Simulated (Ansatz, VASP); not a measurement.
**Two plane-wave programs on Fe**

```xyz
4
Lattice="2.5270 0.0000 0.0000 -1.2635 2.1884 0.0000 0.0000 0.0000 8.7139" Properties=species:S:1:pos:R:3 pbc="T T T"
Fe    0.0000    0.0000    0.0000
Fe    0.0000    0.0000    4.3569
Fe    0.0000    1.4589    6.5354
Fe    1.2635    0.7295    2.1785
```

Alike in both runs: functional PBE; k mesh 9 × 9 × 2; occupations gaussian, width 0.1 eV; collinear spin.

Ansatz relaxed the structure, and its values are those at the end. VASP's run is a single point on that final structure, the one shown.

|  | VASP | Ansatz |
| --- | --- | --- |
| version | VASP 6.6.1 | Ansatz 0.2.0 |
| potentials or method | VASP PAW PBE potentials, release 64 (Fe) | scalar-relativistic, plane waves, PAW |
| plane-wave cutoff (eV) | 520 | 420 |
| valence electrons in the cell | 32 | 64 |

Ansatz gave:

```
gap on the k mesh at the Fermi level (eV)                     : none
pressure (GPa)                                                : 0.0
net moment per atom (μB)                                      : 2.57
size of the moment on the site where the two differ most (μB) : 2.61
```

**Question.** Estimate VASP's values.

**Answer.** gap on the k mesh at the Fermi level (eV): none; pressure (GPa): -0.2; net moment per atom (μB): 2.57; size of the moment on the site where the two differ most (μB): 2.57.

Site moments also hang on the region over which each program counts them. A gap of «none» marks a metal or a gap that the smearing closes. The two sets of potentials don't hold the same shells in valence.

Caveats: the k mesh is coarse (spacing up to 0.36 Å⁻¹), so the values aren't converged.
